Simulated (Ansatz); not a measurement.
Cell and atoms are relaxed with the symmetry kept. Start:

```xyz
1
Lattice="0.0000 2.4850 2.4850 2.4850 0.0000 2.4850 2.4850 2.4850 0.0000" Properties=species:S:1:pos:R:3 pbc="T T T"
Y     0.0000    0.0000    0.0000
```

Method: DFT PBEsol, scalar-relativistic, plane waves, PAW in Ansatz.

Plane waves to 420 eV, a k mesh through Γ of 14×14×14 on the computed 1-atom cell and Gaussian smearing (0.10 eV); no spin polarisation.

Question: What does it relax to?

Answer: The volume increases by 0.13 Å³/atom to 30.82 Å³/atom, and the energy changes by under 0.1 meV/atom. Final structure:
```yaml
crystal:
  lattice:
    - [0.00000, 2.48847, 2.48847]
    - [2.48847, 0.00000, 2.48847]
    - [2.48847, 2.48847, 0.00000]
  atoms:
    - { symbol: Y, position: [0.00000, 0.00000, 0.00000] }
```

This fcc form isn't the element's structure at ambient conditions.